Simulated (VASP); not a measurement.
# Pb (C2/m) in VASP: equation of state

Aim: energy against volume of Pb in PBE, for its equilibrium volume and stiffness.

Everything below comes from runs of VASP 6.6.1. Logs are shortened: lines on timing, memory, paths and dates and some standing lists are left out, and cuts for length are marked.

## (1) The crystal as given

It takes space group C2/m (No. 12, monoclinic). The conventional cell has a = 6.077 Å, b = 3.501 Å, c = 6.452 Å, α = 90.00°, β = 109.14°, γ = 90.00°. Pb (site symmetry m) has 10 Pb at 3.34 to 3.51 Å as nearest neighbours.

This isn't the form of Pb at room conditions, which is fcc.

## (2) Equation of state, PBE, 30.47 Å³/atom (volume scaled by 0.94)

INCAR reads:

```
PREC = Accurate
ENCUT = 520
EDIFF = 1E-7
ISMEAR = -1
SIGMA = 0.05
LREAL = F
LASPH = T
NELM = 100
ALGO = Normal
ISIF = 2
LWAVE = F
LCHARG = F
GGA = PE
NBANDS = 21
```

KPOINTS reads:

```
Automatic mesh
0
Gamma
  9 9 5
```

POSCAR reads:

```
Pb
1.0
    2.9765770244     -1.7145891186      0.0000000000
    2.9765770244      1.7145891186      0.0000000000
   -2.0722778132      0.0000000000      5.9707976096
Pb
2
Direct
    0.9085084100      0.9085084100      0.7262922000
    0.0914915900      0.0914915900      0.2737078000
```

Potentials or basis: VASP PAW PBE potentials, release 64 (Pb_d).

Command:

```
$ cat potpaw_PBE.64/Pb_d/POTCAR > POTCAR
$ mpirun -np 1 vasp_std > vasp.out
```

OUTCAR:

```text
PREC = Accurate
   ENCUT = 520
   EDIFF = 1E-7
   ISMEAR = -1
   LREAL = F
   LASPH = T
   NELM = 100
   ISIF = 2
   GGA = PE

 ion  position               nearest neighbor table
   1  0.909  0.909  0.726-   2 3.27   2 3.34   2 3.34   2 3.38
   2  0.091  0.091  0.274-   1 3.27   1 3.34   1 3.34   1 3.38

  LATTYP: Found a base centered monoclinic cell.
 ALAT       =     5.9531540488
 B/A-ratio  =     0.5760271293
 C/A-ratio  =     1.0616534713
 COS(beta)  =    -0.3278823751

  Lattice vectors:

 A1 = (   2.9765770244,  -1.7145891186,   0.0000000000)
 A2 = (   2.9765770244,   1.7145891186,   0.0000000000)
 A3 = (  -2.0722778132,   0.0000000000,   5.9707976096)

Analysis of symmetry for initial positions (statically):
=====================================================================
 Subroutine PRICEL returns:
 Original cell was already a primitive cell.

 Routine SETGRP: Setting up the symmetry group for a
 base centered monoclinic supercell.

 Subroutine GETGRP returns: Found  4 space group operations
 (whereof  4 operations were pure point group operations)
 out of a pool of  4 trial point group operations.

The static configuration has the point symmetry C_2h.

Analysis of symmetry for dynamics (positions and initial velocities):
=====================================================================
 Subroutine PRICEL returns:
 Original cell was already a primitive cell.

 Routine SETGRP: Setting up the symmetry group for a
 base centered monoclinic supercell.

 Subroutine GETGRP returns: Found  4 space group operations
 (whereof  4 operations were pure point group operations)
 out of a pool of  4 trial point group operations.

The dynamic configuration has the point symmetry C_2h.

 Subroutine INISYM returns: Found  4 space group operations
 (whereof  4 operations are pure point group operations),
 and found     1 'primitive' translations

----------------------------------------------------------------------------------------

                                     Primitive cell

  volume of cell :      60.9452

  direct lattice vectors                    reciprocal lattice vectors
     2.976577024 -1.714589119  0.000000000     0.167978183 -0.291615055  0.058299993
     2.976577024  1.714589119  0.000000000     0.167978183  0.291615055  0.058299993
    -2.072277813  0.000000000  5.970797610     0.000000000  0.000000000  0.167481812

  length of vectors
     3.435087572  3.435087572  6.320186661     0.341547800  0.341547800  0.167481812

  position of ions in fractional coordinates (direct lattice)
     0.908508410  0.908508410  0.726292200
     0.091491590  0.091491590  0.273707800

  ion indices of the primitive-cell ions
   primitive index   ion index
                 1           1
                 2           2

----------------------------------------------------------------------------------------

 KPOINTS: Automatic mesh

Automatic generation of k-mesh.
 Grid dimensions read from file:
 generate k-points for:    9    9    5

 Generating k-lattice:

  Cartesian coordinates                     Fractional coordinates (reciprocal lattice)
     0.018664243 -0.032401673  0.006477777     0.111111111 -0.000000000  0.000000000
     0.018664243  0.032401673  0.006477777    -0.000000000  0.111111111  0.000000000
     0.000000000  0.000000000  0.033496362     0.000000000  0.000000000  0.200000000

  Length of vectors
     0.037949756  0.037949756  0.033496362

  Shift w.r.t. Gamma in fractional coordinates (k-lattice)
     0.000000000  0.000000000  0.000000000

 Subroutine IBZKPT returns following result:
 ===========================================

 Found    115 irreducible k-points:

 Following reciprocal coordinates:
            Coordinates               Weight
  0.000000  0.000000  0.000000      1.000000
  0.111111  0.000000 -0.000000      4.000000
  0.222222  0.000000 -0.000000      4.000000
  0.333333 -0.000000 -0.000000      4.000000
  0.444444  0.000000 -0.000000      4.000000
  0.111111  0.111111 -0.000000      2.000000
[... 42 lines left out ...]
 -0.111111  0.222222  0.200000      4.000000
  0.333333  0.333333  0.200000      2.000000
 [... further k-points ...]
   k-points           NKPTS =    115   k-points in BZ     NKDIM =    115   number of bands    NBANDS=     21
   number of dos      NEDOS =    301   number of ions     NIONS =      2
   total plane-waves  NPLWV =  37632
   dimension x,y,z NGX =    28 NGY =   28 NGZ =   48
   dimension x,y,z NGXF=    56 NGYF=   56 NGZF=   96
   ions per type =               2
   NGX,Y,Z   is equivalent  to a cutoff of  13.55, 13.55, 12.63 a.u.
   NGXF,Y,Z  is equivalent  to a cutoff of  27.10, 27.10, 25.25 a.u.
 SYSTEM =  unknown system
   PREC   = accura    normal or accurate (medium, high low for compatibility)
   ISTART =      0    job   : 0-new  1-cont  2-samecut
   ICHARG =      2    charge: 1-file 2-atom 10-const
   ISPIN  =      1    spin polarized calculation?
   LNONCOLLINEAR =      F non collinear calculations
   LSORBIT =      F    spin-orbit coupling
   LASPH  =      T    aspherical Exc in radial PAW
   ENCUT  =  520.0 eV  38.22 Ry    6.18 a.u.   6.39  6.39 11.75*2*pi/ulx,y,z
   NELM   =    100;   NELMIN=  2; NELMDL= -5     # of ELM steps
   EDIFF  = 0.1E-06   stopping-criterion for ELM
   LREAL  =      F    real-space projection
   EDIFFG = 0.1E-05   stopping-criterion for IOM
   NSW    =      0    number of steps for IOM
   IBRION =     -1    ionic relax: 0-MD 1-quasi-New 2-CG
   NFREE  =      0    steps in history (QN), initial steepest desc. (CG)
   ISIF   =      2    stress and relaxation
   ISYM   =      2    0-nonsym 1-usesym 2-fastsym
   POTIM  = 0.5000    time-step for ionic-motion
   TEBEG  =    0.0;   TEEND  =   0.0 temperature during run
   PSTRESS=    0.0 pullay stress
   NELECT =      28.0000    total number of electrons
   NUPDOWN=      -1.0000    fix difference up-down
   EMIN   =  10.00;   EMAX   =-10.00  energy-range for DOS
   EFERMI =   0.00;   METHOD = LEGACY
   ISMEAR =    -1;   SIGMA  =   0.05  broadening in eV -4-tet -1-fermi 0-gaus
   EFERMI_NEDOS =   21; number of points for ismear=-14 and -15
   IALGO  =     38    algorithm
   IMIX   =      4    mixing-type and parameters
     AMIX     =   0.40;   BMIX     =  1.00
     AMIX_MAG =   1.60;   BMIX_MAG =  1.00
  volume/ion in A,a.u.               =      30.47       205.64
  Fermi-wavevector in a.u.,A,eV,Ry     =   1.263226  2.387151 21.711354  1.595739
  Thomas-Fermi vector in A             =   2.396594
   LORBIT       =      0    0 simple, 1 ext, 2 COOP (PROOUT), +10 PAW based schemes
   GGA     = PE    functional components
   LHFCALC =     F    Hartree Fock is set to
   AEXX    =    0.0000 exact exchange contribution
   IVDW    =     0    specifies the selected vdW correction
   LEPSILON=     F    determine dielectric tensor
   LRPA    =     F    only Hartree local field effects (RPA)
 non-spin polarized calculation
  energy-cutoff  :      520.00
  volume of cell :       60.95
 maximum number of plane-waves:      1663
 NGX is ok and might be reduce to    28
   NGX = 13   NGY = 13   NGZ = 23

 number of electron      28.0000003 magnetization

 Free energy of the ion-electron system (eV)
  ---------------------------------------------------
  ext. energy  EPLUGINS =         0.00000000
  ---------------------------------------------------
  free energy    TOTEN  =        -6.95804215 eV

  energy without entropy =       -6.95059810  energy(sigma->0) =       -6.95432013

 E-fermi :   7.1669     XC(G=0): -10.1138

 val. band max:        7.1609475091   @ k =  -0.3333  -0.3333   0.2000
 cond. band min:       7.1701097658   @ k =   0.3333   0.2222  -0.0000
 fundamental gap:      0.0091622568
 Fermi energy:         7.1669372141

 k-point     1 :       0.0000    0.0000    0.0000
  band No.  band energies     occupation
      1     -10.0134      2.00000
      2      -9.8730      2.00000
      3      -9.8720      2.00000
      4      -9.8687      2.00000
      5      -9.8675      2.00000
      6      -9.8600      2.00000
[... 13 lines left out ...]
     20      16.9664      0.00000
     21      17.3784      0.00000

 k-point     2 :       0.1111    0.0000   -0.0000
  band No.  band energies     occupation
      1     -10.0008      2.00000
      2      -9.8929      2.00000
      3      -9.8773      2.00000
      4      -9.8428      2.00000
      5      -9.8386      2.00000
      6      -9.8190      2.00000
[... 13 lines left out ...]
     20      16.7258      0.00000
     21      17.8369      0.00000

 k-point     3 :       0.2222    0.0000   -0.0000
  band No.  band energies     occupation
      1      -9.9791      2.00000
      2      -9.9263      2.00000
      3      -9.9015      2.00000
      4      -9.8252      2.00000
      5      -9.7888      2.00000
      6      -9.7603      2.00000
[... 13 lines left out ...]
     20      15.6934      0.00000
     21      16.8747      0.00000

 k-point     4 :       0.3333   -0.0000   -0.0000
  band No.  band energies     occupation
      1      -9.9954      2.00000
      2      -9.9508      2.00000
      3      -9.9230      2.00000
      4      -9.8885      2.00000
      5      -9.7852      2.00000
      6      -9.6875      2.00000
[... 13 lines left out ...]
     20      15.0489      0.00000
     21      15.7307      0.00000

 k-point     5 :       0.4444    0.0000   -0.0000
  band No.  band energies     occupation
      1     -10.0220      2.00000
      2      -9.9764      2.00000
      3      -9.9485      2.00000
      4      -9.9028      2.00000
      5      -9.7940      2.00000
      6      -9.6771      2.00000
[... 13 lines left out ...]
     20      14.7678      0.00000
     21      15.7136      0.00000
[... 766 lines left out ...]
     20      16.1765      0.00000
     21      17.0580      0.00000

 k-point    38 :       0.4444    0.1111    0.2000
  band No.  band energies     occupation
      1     -10.0254      2.00000
      2      -9.9444      2.00000
      3      -9.8868      2.00000
      4      -9.8582      2.00000
      5      -9.8271      2.00000
      6      -9.7384      2.00000
[... 13 lines left out ...]
     20      15.6750      0.00000
     21      16.3535      0.00000

 k-point    39 :      -0.4444    0.1111    0.2000
  band No.  band energies     occupation
      1     -10.0375      2.00000
      2      -9.9517      2.00000
      3      -9.8946      2.00000
      4      -9.8501      2.00000
      5      -9.8452      2.00000
      6      -9.7174      2.00000
[... 13 lines left out ...]
     20      15.5368      0.00000
     21      16.0154      0.00000

 k-point    40 :      -0.3333    0.1111    0.2000
  band No.  band energies     occupation
      1     -10.0274      2.00000
      2      -9.9299      2.00000
      3      -9.8872      2.00000
      4      -9.8498      2.00000
      5      -9.8298      2.00000
      6      -9.7208      2.00000
[... 13 lines left out ...]
     20      15.8178      0.00000
     21      16.3359      0.00000

 [... further k-points ...]

------------------------ aborting loop because EDIFF is reached ----------------------------------------

  FORCE on cell =-STRESS in cart. coord.  units (eV):
  Direction    XX          YY          ZZ          XY          YZ          ZX
  --------------------------------------------------------------------------------------
  -------------------------------------------------------------------------------------
  Total        1.3938275      1.4558330      1.4290533      0.0000000      0.0000000      0.0169697
  in kB       36.6420754     38.2721269     37.5681212      0.0000000      0.0000000      0.4461126
  external PRESSURE =      37.4941078 kB  Pullay stress =       0.0000000 kB

 VOLUME and BASIS-vectors are now :
 -----------------------------------------------------------------------------
  energy-cutoff  :      520.00
  volume of cell :       60.95
      direct lattice vectors                 reciprocal lattice vectors
     2.976577024 -1.714589119  0.000000000     0.167978183 -0.291615055  0.058299993
     2.976577024  1.714589119  0.000000000     0.167978183  0.291615055  0.058299993
    -2.072277813  0.000000000  5.970797610     0.000000000  0.000000000  0.167481812

 POSITION                                       TOTAL-FORCE (eV/Angst)
 -----------------------------------------------------------------------------------
      3.90341      0.00000      4.33654         0.033234      0.000000      0.048144
     -0.02254      0.00000      1.63425        -0.033234      0.000000     -0.048144
 -----------------------------------------------------------------------------------
    total drift:                                0.000000      0.000000     -0.000000

  FREE ENERGIE OF THE ION-ELECTRON SYSTEM (eV)
  ---------------------------------------------------
  free  energy   TOTEN  =        -6.9580421504 eV

  energy  without entropy=       -6.9505981044  energy(sigma->0) =       -6.95432013
```

It took 1.9 min on 1 thread of Intel Xeon Platinum 8488C (Sapphire Rapids), shared host; peak memory 0.25 GiB.

Results:

* Free energy: -6.9580 eV
* Pressure: 3.7 GPa
* Largest force: 0.059 eV/Å
* Band gap on the k mesh: none (metal or under the smearing width)

## (3) Equation of state, PBE, 31.12 Å³/atom (volume scaled by 0.96)

INCAR reads:

```
ALGO = Normal
EDIFF = 1E-7
ENCUT = 520
GGA = PE
ISIF = 2
ISMEAR = -1
LASPH = T
LCHARG = F
LREAL = F
LWAVE = F
NBANDS = 21
NELM = 100
PREC = Accurate
SIGMA = 0.05
```

KPOINTS reads:

```
k-points
0
Gamma
  9 9 5
```

POSCAR reads:

```
Pb
1.0
    2.9975395250     -1.7266640877      0.0000000000
    2.9975395250      1.7266640877      0.0000000000
   -2.0868717998      0.0000000000      6.0128468655
Pb
2
Direct
    0.9085084100      0.9085084100      0.7262922000
    0.0914915900      0.0914915900      0.2737078000
```

Potentials or basis: VASP PAW PBE potentials, release 64 (Pb_d).

Command:

```
$ cat potpaw_PBE.64/Pb_d/POTCAR > POTCAR
$ mpirun -np 1 vasp_std > vasp.out
```

Wall time 1.8 min (1 thread of Intel Xeon Platinum 8488C (Sapphire Rapids), shared host); peak memory 0.26 GiB.

The run converged. Its results:

```
Free energy            : -6.9844 eV
Pressure               : 2.6 GPa
Largest force          : 0.032 eV/Å
Band gap on the k mesh : none (metal or under the smearing width)
```

## (4) Equation of state, PBE, 31.77 Å³/atom (volume scaled by 0.98)

INCAR reads:

```
SYSTEM = Pb
PREC = Accurate ; ENCUT = 520
EDIFF = 1E-7 ; ISMEAR = -1
SIGMA = 0.05 ; LREAL = .False.
LASPH = .True. ; NELM = 100
ALGO = Normal ; ISIF = 2
LWAVE = .False. ; LCHARG = .False.
GGA = PE ; NBANDS = 21
```

KPOINTS reads:

```
regular mesh
0
Gamma
  9 9 5
  0 0 0
```

POSCAR reads:

```
Pb
1.0
    3.0182128647     -1.7385724922      0.0000000000
    3.0182128647      1.7385724922      0.0000000000
   -2.1012644739      0.0000000000      6.0543160853
Pb
2
Direct
    0.9085084100      0.9085084100      0.7262922000
    0.0914915900      0.0914915900      0.2737078000
```

Command:

```
$ cat potpaw_PBE.64/Pb_d/POTCAR > POTCAR
$ mpirun -np 1 vasp_std > vasp.out
```

Wall time 90 s (1 thread of Intel Xeon Platinum 8488C (Sapphire Rapids), shared host); peak memory 0.26 GiB.

Results (log left out):

```yaml
Free_energy: -7.0022 eV
Pressure: 1.6 GPa
Largest_force: 0.047 eV/Å
Band_gap_on_the_k_mesh: none (metal or under the smearing width)
```

## (5) Equation of state, PBE, 33.07 Å³/atom (volume scaled by 1.02)

INCAR reads:

```
PREC = Accurate ; ENCUT = 520
EDIFF = 1E-7 ; ISMEAR = -1
SIGMA = 0.05 ; LREAL = False
LASPH = True ; NELM = 80
ALGO = Normal ; ISIF = 2
LWAVE = False ; LCHARG = False
GGA = PE ; NBANDS = 21
```

KPOINTS reads:

```
Automatic mesh
0
Gamma
  9 9 5
```

POSCAR reads:

```
Pb
1.0
    3.0587306239     -1.7619118207      0.0000000000
    3.0587306239      1.7619118207      0.0000000000
   -2.1294727321      0.0000000000      6.1355917714
Pb
2
Direct
    0.9085084100      0.9085084100      0.7262922000
    0.0914915900      0.0914915900      0.2737078000
```

Command:

```
$ cat potpaw_PBE.64/Pb_d/POTCAR > POTCAR
$ mpirun -np 1 vasp_std > vasp.out
```

Run time: 2.3 min. Hardware: 1 thread of Intel Xeon Platinum 8488C (Sapphire Rapids), shared host; peak memory 0.26 GiB.

It converged, with:

```
Free energy            : -7.0158 eV
Pressure               : 0.0 GPa
Largest force          : 0.112 eV/Å
Band gap on the k mesh : none (metal or under the smearing width)
```

## (6) Equation of state, PBE, 33.71 Å³/atom (volume scaled by 1.04)

INCAR reads:

```
SYSTEM = Pb
  PREC = Accurate
  ENCUT = 520
  EDIFF = 1E-7
  ISMEAR = -1
  SIGMA = 0.05
  LREAL = .FALSE.
  LASPH = .TRUE.
  NELM = 80
  ALGO = Normal
  ISIF = 2
  LWAVE = .FALSE.
  LCHARG = .FALSE.
  GGA = PE
  NBANDS = 21
```

KPOINTS reads:

```
regular mesh
0
G
  9 9 5
  0 0 0
```

POSCAR reads:

```
Pb
1.0
    3.0785930676     -1.7733531272      0.0000000000
    3.0785930676      1.7733531272      0.0000000000
   -2.1433008646      0.0000000000      6.1754343928
Pb
2
Direct
    0.9085084100      0.9085084100      0.7262922000
    0.0914915900      0.0914915900      0.2737078000
```

Potentials or basis: VASP PAW PBE potentials, release 64 (Pb_d).

Command:

```
$ cat potpaw_PBE.64/Pb_d/POTCAR > POTCAR
$ mpirun -np 1 vasp_std > vasp.out
```

Run time: 2.5 min. Hardware: 1 thread of Intel Xeon Platinum 8488C (Sapphire Rapids), shared host; peak memory 0.27 GiB.

Results (log left out):

| Property | Result |
| --- | --- |
| Free energy | -7.0132 eV |
| Pressure | -0.8 GPa |
| Largest force | 0.142 eV/Å |
| Band gap on the k mesh | none (metal or under the smearing width) |

## (7) Equation of state, PBE, 34.36 Å³/atom (volume scaled by 1.06)

INCAR reads:

```
  PREC = Accurate
  ENCUT = 520
  EDIFF = 1E-7
  ISMEAR = -1
  SIGMA = 0.05
  LREAL = False
  LASPH = True
  NELM = 100
  ALGO = Normal
  ISIF = 2
  LWAVE = False
  LCHARG = False
  GGA = PE
  NBANDS = 21
```

KPOINTS reads:

```
Automatic mesh
0
Gamma
  9 9 5
```

POSCAR reads:

```
Pb
1.0
    3.0982024693     -1.7846486746      0.0000000000
    3.0982024693      1.7846486746      0.0000000000
   -2.1569528306      0.0000000000      6.2147694303
Pb
2
Direct
    0.9085084100      0.9085084100      0.7262922000
    0.0914915900      0.0914915900      0.2737078000
```

Command:

```
$ cat potpaw_PBE.64/Pb_d/POTCAR > POTCAR
$ mpirun -np 1 vasp_std > vasp.out
```

Run time: 1.8 min. Hardware: 1 thread of Intel Xeon Platinum 8488C (Sapphire Rapids), shared host; peak memory 0.27 GiB.

It converged, with:

| Property | Result |
| --- | --- |
| Free energy | -7.0051 eV |
| Pressure | -1.4 GPa |
| Largest force | 0.171 eV/Å |
| Band gap on the k mesh | none (metal or under the smearing width) |

## (8) Equation of state, PBE

Potentials or basis: VASP PAW PBE potentials, release 64 (Pb_d).

No new run: the results of the series are fitted here.

What came out:

| Property | Result |
| --- | --- |
| Equilibrium volume | 33.09 Å³/atom |
| Bulk modulus at fixed shape and positions | 38 GPa |
| Pressure derivative of the bulk modulus | 4.8 |

Energy against volume, from the lowest point:
| volume (Å³/atom) | energy (meV/atom) |
| --- | --- |
| 30.473 | 28.90 |
| 31.121 | 15.72 |
| 31.769 | 6.80 |
| 32.418 | 1.70 |
| 33.066 | 0.00 |
| 33.714 | 1.33 |
| 34.363 | 5.37 |

Caveat: the cell was scaled at fixed shape and fractional positions, which overstates the stiffness of a crystal with free parameters, most of all of layers and chains.
